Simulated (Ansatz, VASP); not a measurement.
# C63N (substitutional N in diamond) in two plane-wave programs, part 2 of 3

Aim: how closely do two programs agree when they are given the same cell, functional and k mesh? Of the first pair: The structure shown is the start of the Ansatz relaxation below; VASP solves that cell, so the two are compared at the walk's first step.

VASP 6.6.1 and Ansatz 0.2.0.

So far: Set-up; Ansatz: relaxation, LDA.

### Step 3. VASP: single point, LDA, start cell, pair 1

Level of this step: LDA; plane waves and PAW (C, N) (VASP).

The same cell, functional (in two slightly different forms), mesh and smearing now go to VASP, with its own data sets.

Lines of VASP's logs that name or quote its potential files are left out, and so is its time.

File INCAR:

```
SYSTEM = C63N
PREC = Accurate
ENCUT = 520
EDIFF = 1E-06
NELM = 120
ISMEAR = -1
SIGMA = 0.01
LREAL = Auto
ALGO = Normal
GGA = PW92
NELECT = 256
NBANDS = 176
LORBIT = 11
LWAVE = .FALSE.
LCHARG = .FALSE.
ISIF = 2
LASPH = .TRUE.
GGA_COMPAT = .FALSE.
EFERMI = MIDGAP
NCORE = 2
```

File POSCAR:

```
C63N
1.0
    7.0641498481      0.0000000000      0.0000000000
    0.0000000000      7.0641498481      0.0000000000
    0.0000000000      0.0000000000      7.0641498481
C N
63 1
Direct
    0.0024848001      0.9993861965      0.2512104129
    0.0004536993      0.2485278537      0.0023753743
    0.2511077820      0.9974190808      0.9996427029
    0.2502012327      0.2505329074      0.2472266356
    0.1256628213      0.1271071565      0.3767710280
    0.1251529227      0.3740273149      0.1276544268
    0.3754498499      0.1260985425      0.1275703403
    0.0004078339      0.0009746396      0.7473733023
    0.9985567973      0.2479164567      0.5012615921
    0.2510354449      0.0018905318      0.4981644042
    0.2519327928      0.2484981261      0.7485771273
    0.1260812722      0.1250095226      0.8723833911
    0.1275322607      0.3738575847      0.6244534862
    0.3733813773      0.1226783150      0.6249268624
    0.3724609552      0.3756828574      0.8760500744
    0.0020865922      0.5019027167      0.2497959469
    0.9995143082      0.7499346863      0.9972115541
    0.2519780920      0.5020231841      0.9999002003
    0.2495180649      0.7472102254      0.2499799747
    0.1242840284      0.6225352087      0.3761948794
    0.1249950835      0.8777279833      0.1257573833
    0.3759484237      0.6261731553      0.1273957970
    0.3761924729      0.8775664635      0.3749151783
    0.9992709668      0.4981519469      0.7479828590
    0.9989946419      0.7524615296      0.4990276361
    0.2513879289      0.5021195864      0.5012635740
    0.2523427501      0.7484803003      0.7495333641
    0.1237771025      0.6246336919      0.8775271099
    0.1234353770      0.8729514708      0.6238289242
    0.3749548151      0.6255948833      0.6222324122
    0.3756412388      0.8722773628      0.8754379696
    0.4980822995      0.9981669415      0.2509890133
    0.5011843005      0.2499103272      0.9974299809
    0.7504614305      0.0018459405      0.0020965014
    0.7473602788      0.2504802472      0.2509037942
    0.6267324583      0.1231873642      0.3736851648
    0.6245270974      0.3773190062      0.1234461356
    0.8746493397      0.1276449423      0.1240527196
    0.8765513378      0.3759693745      0.3728392031
    0.4998188141      0.9982675905      0.7477679712
    0.5010100403      0.2483768093      0.5020883017
    0.7477934520      0.0001640679      0.5017662530
    0.7485625466      0.2499672343      0.7524388800
    0.6247625114      0.1275617051      0.8738181002
    0.6278186470      0.3748264203      0.6252019132
    0.8725461850      0.1236318621      0.6253504095
    0.8778100880      0.3746623524      0.8749275048
    0.5002054141      0.4974752908      0.2512646303
    0.4976363859      0.7485329606      0.9994738220
    0.7510348894      0.5003304114      0.9973855311
    0.7484517053      0.7513512757      0.2519475150
    0.6251410424      0.6271671886      0.3731836182
    0.6234932858      0.8731027983      0.1235350352
    0.8773351547      0.6254568625      0.1265342637
    0.8764113351      0.8767168213      0.3732460461
    0.4980386990      0.5000321448      0.7479585107
    0.4983877856      0.7523039735      0.5003289958
    0.7488463741      0.4988521019      0.5023167793
    0.7512043366      0.7475349637      0.7493007812
    0.6259363257      0.6223653369      0.8745553439
    0.6267610534      0.8748589898      0.6227876099
    0.8733331162      0.6232423002      0.6235346213
    0.8776613086      0.8748578573      0.8759552293
    0.4002191433      0.3973552459      0.4012052492
```

File KPOINTS:

```
Automatic mesh
0
Gamma
1 1 1
0 0 0
```

PAW data sets: C and N (LDA family, release 64).

Command:

```
mpirun -np 8 vasp_gam
```

Numbers of over 12 decimals in the logs are rounded to 6 here.

Output:

```text
[banner, memory and clock lines left out]
running    8 mpi-ranks, on    1 nodes
[...]
|                                                                             |
|               ----> ADVICE to this user running VASP <----                  |
|                                                                             |
|     You enforced a specific xc type in the INCAR file but a different       |
|     [... a line on the potential file left out ...]
|     I HOPE YOU KNOW WHAT YOU ARE DOING!                                     |
|                                                                             |

 LDA part: xc-table for (Slater(with rela. corr.)+PW92), standard interpolation
 POSCAR, INCAR and KPOINTS ok, starting setup
[...]
entering main loop
       N       E                     dE             d eps       ncg     rms          rms(c)
DAV:   1     0.171512702310E+04    0.17151E+04   -0.15713E+05   352   0.152E+03
DAV:   2    -0.510268990719E+03   -0.22254E+04   -0.20486E+04   464   0.347E+02
DAV:   3    -0.674906395205E+03   -0.16464E+03   -0.16230E+03   440   0.901E+01
DAV:   4    -0.678438864231E+03   -0.35325E+01   -0.35162E+01   432   0.146E+01
DAV:   5    -0.678525441629E+03   -0.86577E-01   -0.86453E-01   440   0.209E+00BRMIX: very serious problems
 the old and the new charge density differ
 old charge density:   257.00000 new  256.00000
    0.339E+01
DAV:   6    -0.657005362105E+03    0.21520E+02   -0.15888E+01   432   0.978E+00    0.197E+01
DAV:   7    -0.649672457274E+03    0.73329E+01   -0.21301E+01   408   0.102E+01    0.469E+00
DAV:   8    -0.649649181007E+03    0.23276E-01   -0.76371E-01   432   0.241E+00    0.177E+00
DAV:   9    -0.649648802673E+03    0.37833E-03   -0.99150E-02   408   0.756E-01    0.314E-01
DAV:  10    -0.649646690827E+03    0.21118E-02   -0.53890E-03   448   0.312E-01    0.145E-01
DAV:  11    -0.649646731842E+03   -0.41015E-04   -0.33524E-03   416   0.140E-01    0.580E-02
DAV:  12    -0.649646717926E+03    0.13917E-04   -0.17047E-04   432   0.330E-02    0.275E-02
DAV:  13    -0.649646718042E+03   -0.11676E-06   -0.82233E-06   424   0.775E-03
   1 F= -.64964672E+03 E0= -.64964672E+03  d E =0.000000E+00
```

From OUTCAR (step 3):

```text
  Total       -6.4865138     -6.3928938     -6.3062357      0.6900722      0.3944206      0.5279763
  in kB      -29.4810004    -29.0555006    -28.6616425      3.1363562      1.7926293      2.3996355
  external PRESSURE =     -29.0660478 kB  Pullay stress =       0.0000000 kB

 POSITION                                       TOTAL-FORCE (eV/Angst)
 -----------------------------------------------------------------------------------
      0.01755      7.05981      1.77459        -0.643948      0.982859     -0.826166
      0.00320      1.75564      0.01678         0.359146      0.167211     -0.871575
      1.77386      7.04592      7.06163        -0.549078      0.901018      0.035198
      1.76746      1.76980      1.74645        -0.670770     -0.678160      0.794642
      0.88770      0.89790      2.66157         0.557302      0.062689     -0.017397
      0.88410      2.64218      0.90177         1.024476      1.267414     -0.337331
      2.65223      0.89078      0.90118         0.724727      0.151639     -0.553876
      0.00288      0.00689      5.27956        -0.147359     -0.593199      0.639013
      7.05395      1.75132      3.54099         0.287042      0.791726     -0.543048
      1.77335      0.01335      3.51911        -0.562692     -0.740410      0.428374
      1.77969      1.75543      5.28806        -0.592769      0.462579      0.666858
      0.89066      0.88309      6.16265        -0.064901     -0.314784      0.659692
      0.90091      2.64099      4.41123        -0.356830     -0.495601     -0.176909
      2.63762      0.86662      4.41458         0.263828      0.680973     -0.310919
[...]
-----------------------------------------------------------------------------------
    total drift:                               -0.025872      0.025819      0.014067

  FREE ENERGIE OF THE ION-ELECTRON SYSTEM (eV)
  ---------------------------------------------------
  free  energy   TOTEN  =      -649.6467180424 eV

  energy  without entropy=     -649.6467180424  energy(sigma->0) =     -649.64671804

[... 2 further parts left out ...]
```

The cell is charged against a uniform background.

The run ends at a pressure of -2.91 GPa, with forces up to 8.7 eV/Å.

### Step 4. Side by side

Known differences besides the potentials themselves: the cutoff is 420 eV in Ansatz and 520 eV in VASP (PREC = Accurate, projectors in real space); VASP's log shows a relativistic correction to its local exchange, Ansatz's none. Total energies have different zeros and are not compared.

Forces on 8 of the 64 atoms, those with the largest forces and the largest differences (eV/Å; atoms numbered as in POSCAR):

| atom | Ansatz x, y, z | VASP x, y, z |
| --- | --- | --- |
| C4 | -0.687, -0.692, 0.755 | -0.671, -0.678, 0.795 |
| C6 | 1.027, 1.261, -0.329 | 1.024, 1.267, -0.337 |
| C30 | -0.172, 0.837, 1.522 | -0.169, 0.835, 1.527 |
| C37 | -0.141, -1.459, 0.429 | -0.145, -1.451, 0.424 |
| C41 | 1.716, 0.583, 1.161 | 1.727, 0.552, 1.180 |
| C48 | 1.718, 2.644, 0.373 | 1.729, 2.654, 0.349 |
| C58 | 0.521, 0.410, -1.397 | 0.519, 0.410, -1.401 |
| N64 | -4.956, -4.577, -5.382 | -4.979, -4.598, -5.402 |

The forces differ by 8.0 meV/Å r.m.s., which is 0.8 % of the r.m.s. force of 0.938 eV/Å (both taken over all components). The cell carries a charge of +1 e against a uniform background, so its pressure also hangs on how the neutralising background is counted, and in a defect's cell a gap may be the spacing between its levels.

### Step 5. Ansatz: relaxation, LDA

The two programs are compared at the cell with which this relaxation starts, whose forces are those of its first step.

The structure compared here is the start of the Ansatz relaxation; VASP solves that cell, so the two are compared at the walk's first step.

File input.yaml:

```yaml
crystal:
  lattice:
    - [7.06414985, 0.0, 0.0]
    - [0.0, 7.06414985, 0.0]
    - [0.0, 0.0, 7.06414985]
  atoms:
    - { symbol: C, position: [0.002484739, -0.000613765, 0.251210388] }
    - { symbol: C, position: [0.000453742, 0.248527786, 0.00237537] }
    - { symbol: C, position: [0.25110775, -0.002580881, -0.000357241] }
    - { symbol: C, position: [0.25020125, 0.25053285, 0.24722669], spin: 0.25 }
    - { symbol: C, position: [0.125662777, 0.127107094, 0.376771033] }
    - { symbol: C, position: [0.125152887, 0.374027303, 0.127654461] }
    - { symbol: C, position: [0.375449813, 0.126098611, 0.127570292] }
    - { symbol: "N", position: [0.400219153, 0.397355245, 0.401205195], spin: 0.25 }
    - { symbol: C, position: [0.000407894, 0.00097461, 0.747373323] }
    - { symbol: C, position: [-0.00144327, 0.247916497, 0.501261612] }
    - { symbol: C, position: [0.25103539, 0.001890508, 0.498164347] }
    - { symbol: C, position: [0.251932758, 0.248498161, 0.748577115] }
    - { symbol: C, position: [0.126081301, 0.125009554, 0.872383442] }
    - { symbol: C, position: [0.127532205, 0.37385764, 0.624453529] }
    - { symbol: C, position: [0.373381414, 0.122678256, 0.624926797] }
    - { symbol: C, position: [0.372460972, 0.375682887, 0.876050086] }
    - { symbol: C, position: [0.002086564, 0.501902702, 0.249795916] }
    - { symbol: C, position: [-0.000485717, 0.749934668, -0.002788456] }
    - { symbol: C, position: [0.251978035, 0.502023137, -9.9848e-05] }
    - { symbol: C, position: [0.249518062, 0.747210195, 0.249979948] }
    - { symbol: C, position: [0.124283995, 0.622535213, 0.376194922] }
    - { symbol: C, position: [0.124995035, 0.877728004, 0.125757394] }
    - { symbol: C, position: [0.375948494, 0.62617319, 0.127395759] }
    - { symbol: C, position: [0.376192509, 0.8775664, 0.374915203] }
    - { symbol: C, position: [-0.000729046, 0.498151897, 0.747982902] }
    - { symbol: C, position: [-0.001005417, 0.752461574, 0.499027648] }
    - { symbol: C, position: [0.251387888, 0.50211965, 0.501263539], spin: 0.25 }
    - { symbol: C, position: [0.252342722, 0.748480262, 0.749533387] }
    - { symbol: C, position: [0.123777121, 0.624633658, 0.877527061] }
    - { symbol: C, position: [0.123435399, 0.872951489, 0.623828973] }
    - { symbol: C, position: [0.374954865, 0.625594913, 0.62223238] }
    - { symbol: C, position: [0.375641302, 0.8722774, 0.875438017] }
    - { symbol: C, position: [0.498082366, -0.001833055, 0.250989072] }
    - { symbol: C, position: [0.501184347, 0.249910301, -0.00257001] }
    - { symbol: C, position: [0.750461463, 0.001845953, 0.00209647] }
    - { symbol: C, position: [0.747360247, 0.250480238, 0.250903742] }
    - { symbol: C, position: [0.626732472, 0.123187433, 0.373685155] }
    - { symbol: C, position: [0.624527115, 0.377318976, 0.123446164] }
    - { symbol: C, position: [0.874649274, 0.127644874, 0.124052737] }
    - { symbol: C, position: [0.87655138, 0.37596938, 0.372839167] }
    - { symbol: C, position: [0.499818879, -0.001732348, 0.747767996] }
    - { symbol: C, position: [0.50100999, 0.24837678, 0.502088242], spin: 0.25 }
    - { symbol: C, position: [0.747793434, 0.000164091, 0.5017663] }
    - { symbol: C, position: [0.74856259, 0.249967208, 0.752438945] }
    - { symbol: C, position: [0.624762553, 0.127561746, 0.873818156] }
    - { symbol: C, position: [0.627818655, 0.374826459, 0.625201854] }
    - { symbol: C, position: [0.872546192, 0.123631887, 0.625350383] }
    - { symbol: C, position: [0.877810057, 0.374662357, 0.874927501] }
    - { symbol: C, position: [0.500205363, 0.497475279, 0.251264629] }
    - { symbol: C, position: [0.497636369, 0.748533027, -0.00052623] }
    - { symbol: C, position: [0.751034876, 0.500330453, -0.002614481] }
    - { symbol: C, position: [0.748451763, 0.751351209, 0.25194753] }
    - { symbol: C, position: [0.625141009, 0.627167177, 0.373183648] }
    - { symbol: C, position: [0.623493308, 0.873102781, 0.123535037] }
    - { symbol: C, position: [0.877335112, 0.625456911, 0.126534328] }
    - { symbol: C, position: [0.876411331, 0.87671676, 0.373245989] }
    - { symbol: C, position: [0.498038657, 0.500032097, 0.747958485] }
    - { symbol: C, position: [0.49838781, 0.752303965, 0.500329035] }
    - { symbol: C, position: [0.748846407, 0.498852158, 0.502316756] }
    - { symbol: C, position: [0.751204266, 0.747534959, 0.74930072] }
    - { symbol: C, position: [0.625936274, 0.622365345, 0.874555413] }
    - { symbol: C, position: [0.626761056, 0.874859001, 0.622787654] }
    - { symbol: C, position: [0.873333077, 0.623242261, 0.6235346] }
    - { symbol: C, position: [0.87766137, 0.874857825, 0.875955286] }
basis:
  ecutwfc: 420
  xc_grid: 2
hamiltonian:
  xc: lda
kpoints:
  mp_grid: { grid: [1, 1, 1] }
magnetization:
  spin_polarized: true
  initial_magnetization: 1
  spin_locking: { lock_magnetization: hard }
scf:
  occupations: { method: fermi_dirac, width: 0.01 }
  max_iter: 120
relax:
  f_tol: 0.02
  max_steps: 80
  escape_saddle: false
output:
  forces: true
```

Command:

```
ansatz run input.yaml --threads 4 --pin off --max-ram 7536MiB --backend cpu --events-out ev --progress --plain --runs-dir out
```

Output:

```text
[...]
Crystal: 64 atoms, lattice volume = 352.517 Å³
Basis set: ecut = 420 eV, 6931 PW (Γ), exchange–correlation on 96×96×96 points (8 copies of the dense FFT grid, shifted against one another)
Bands: 193, of which v1, the nominal top of the filled ones, is band 129 counted from 1 (128 counted from 0)
Symmetry: 1 space group operations
[...]
k-points: 1
[...]
Starting moments: Σ|m| = 1 μB on 4 of 64 sites
[...]
- { symbol: C, position: [0.231960, 0.231629, 0.231662] }
    - { symbol: C, position: [0.123309, 0.122979, 0.371886] }
    - { symbol: C, position: [0.123309, 0.371853, 0.123012] }
    - { symbol: C, position: [0.372184, 0.122979, 0.123011] }
    - { symbol: N, position: [0.392138, 0.391809, 0.391839] }
    - { symbol: C, position: [0.000270116, -6.029745336883089e-5, 0.749089] }
[...]
- { symbol: C, position: [0.625806, 0.625476, 0.876639] }
    - { symbol: C, position: [0.625806, 0.876606, 0.625509] }
    - { symbol: C, position: [0.876936, 0.625476, 0.625508] }
    - { symbol: C, position: [0.875385, 0.875055, 0.875088] }
```

### Step 6. VASP: single point, LDA, start cell, pair 2

The same cell, functional (in two slightly different forms), mesh and smearing now go to VASP, with its own data sets.

File INCAR:

```
SYSTEM = C63N
PREC = Accurate
ENCUT = 520
EDIFF = 1E-06
NELM = 200
ISMEAR = -1
SIGMA = 0.01
LREAL = Auto
ALGO = Normal
GGA = PW92
NBANDS = 176
ISPIN = 2
MAGMOM = 0.02 0.02 0.02 0.24 -0.01 -0.01 -0.01 0 0 0 0 0 0 0 0 0 0 0 0 0 0 0 0 -0 -0 0 0 0 0 0 0 0 0 0 0 0 0 0 0 -0 0 -0 0 0 0 0 0 0 -0 -0 0 0 0 0 0 0 0 0 0 -0 -0 -0 0 0.12
LORBIT = 11
LWAVE = .FALSE.
LCHARG = .FALSE.
ISIF = 2
NUPDOWN = 1
LASPH = .TRUE.
GGA_COMPAT = .FALSE.
NCORE = 2
```

POSCAR is that of step 3.

KPOINTS is that of step 3.

Command:

```
mpirun -np 8 vasp_gam
```

Output:

```text
[banner, memory and clock lines left out]
running    8 mpi-ranks, on    1 nodes
[...]
[... a notice as in an earlier step ...]

 LDA part: xc-table for (Slater(with rela. corr.)+PW92), standard interpolation
 POSCAR, INCAR and KPOINTS ok, starting setup
[...]
entering main loop
       N       E                     dE             d eps       ncg     rms          rms(c)
DAV:   1     0.172925911670E+04    0.17293E+04   -0.15764E+05   712   0.152E+03
DAV:   2    -0.499389475307E+03   -0.22286E+04   -0.20595E+04   936   0.349E+02
DAV:   3    -0.662596014087E+03   -0.16321E+03   -0.16085E+03   880   0.898E+01
DAV:   4    -0.666167530093E+03   -0.35715E+01   -0.35523E+01   864   0.146E+01
[...]
DAV:  13    -0.637157568079E+03   -0.58825E-05   -0.19337E-05   864   0.115E-02    0.220E-02
DAV:  14    -0.637157570431E+03   -0.23520E-05   -0.37580E-06   808   0.624E-03    0.694E-03
DAV:  15    -0.637157570433E+03   -0.27321E-08   -0.96311E-07   488   0.302E-03
   1 F= -.63715757E+03 E0= -.63715757E+03  d E =-.927485E-11  mag=     1.0000
```

From OUTCAR (step 6):

```text
  FREE ENERGIE OF THE ION-ELECTRON SYSTEM (eV)
  ---------------------------------------------------
  free  energy   TOTEN  =      -637.1575704334 eV

  energy  without entropy=     -637.1575704334  energy(sigma->0) =     -637.15757043

 magnetization (x)
# of ion       s       p       d       tot
------------------------------------------
    1        0.004   0.011   0.000   0.015
    2        0.005   0.013   0.000   0.017
    3        0.005   0.014   0.000   0.020
    4        0.047   0.234   0.000   0.281
    5       -0.002  -0.007   0.000  -0.009
    6       -0.002  -0.006   0.000  -0.008
    7       -0.002  -0.006   0.000  -0.008
    8        0.001   0.000   0.000   0.001
    9        0.001   0.003   0.000   0.004
   10        0.001   0.003   0.000   0.004
   11        0.001   0.003   0.000   0.004
   12        0.002  -0.001   0.000   0.001
   13       -0.000   0.001   0.000   0.001
[...]
--------------------------------------------------
tot          0.138   0.453   0.000   0.591

[... 1 part as in an earlier step ...]
```

The run ends at a pressure of 4.63 GPa, with forces up to 4.6 eV/Å.

### Step 7. Side by side

What differs besides the data sets and the points named for the pairs above, as far as they apply: VASP starts from the moments at which Ansatz ended. Total energies have different zeros and are not compared.

Forces on 7 of the 64 atoms, those with the largest forces and the largest differences (eV/Å; atoms numbered as in POSCAR):

| atom | Ansatz x, y, z | VASP x, y, z |
| --- | --- | --- |
| C4 | -3.040, -3.003, -1.835 | -3.020, -2.987, -1.790 |
| C22 | -0.997, -1.091, -0.337 | -0.993, -1.097, -0.339 |
| C37 | -0.163, -1.442, 0.329 | -0.167, -1.436, 0.324 |
| C41 | 1.213, 1.449, 0.658 | 1.224, 1.413, 0.678 |
| C48 | 1.188, 2.102, 1.205 | 1.199, 2.112, 1.176 |
| C58 | 0.435, 0.402, -1.402 | 0.432, 0.402, -1.407 |
| N64 | -1.314, -0.978, -1.604 | -1.340, -1.001, -1.627 |

The forces differ by 8.5 meV/Å r.m.s., which is 1.1 % of the r.m.s. force of 0.757 eV/Å (both taken over all components). Moments aren't recorded for both runs of this pair, so they may hold unlike magnetic states.

### Step 8. Ansatz: relaxation, LDA

This run makes the geometry at which the two programs are then compared.

The structure compared here is the end of the Ansatz relaxation.

input.yaml is that of step 5.

Command:

```
ansatz run input.yaml --threads 4 --pin off --max-ram 7536MiB --backend cpu --events-out ev --progress --plain --runs-dir out
```

Output:

```text
[...]
Crystal: 64 atoms, lattice volume = 352.517 Å³
Basis set: ecut = 420 eV, 6931 PW (Γ), exchange–correlation on 96×96×96 points (8 copies of the dense FFT grid, shifted against one another)
Bands: 193, of which v1, the nominal top of the filled ones, is band 129 counted from 1 (128 counted from 0)
Symmetry: 1 space group operations
[...]
k-points: 1
[...]
Starting moments: Σ|m| = 1 μB on 4 of 64 sites
[...]
- { symbol: C, position: [0.231960, 0.231629, 0.231662] }
    - { symbol: C, position: [0.123309, 0.122979, 0.371886] }
    - { symbol: C, position: [0.123309, 0.371853, 0.123012] }
    - { symbol: C, position: [0.372184, 0.122979, 0.123011] }
    - { symbol: N, position: [0.392138, 0.391809, 0.391839] }
    - { symbol: C, position: [0.000270116, -6.029745336883089e-5, 0.749089] }
[...]
- { symbol: C, position: [0.625806, 0.625476, 0.876639] }
    - { symbol: C, position: [0.625806, 0.876606, 0.625509] }
    - { symbol: C, position: [0.876936, 0.625476, 0.625508] }
    - { symbol: C, position: [0.875385, 0.875055, 0.875088] }
```

[end of part 2 of 3]

[Lines on the potential files, build, host, timing and source positions are cut from VASP's logs without a mark.]

[Logs are printed without paths, hosts, clocks, repeated set-up lines and the standing remarks that a program may print on its own settings, such as how far it seeks lower states.]

[Hosts, paths, dates, database ids (printed as entryN), source tags and the programs' standing remarks are cut or masked in the printed files.]
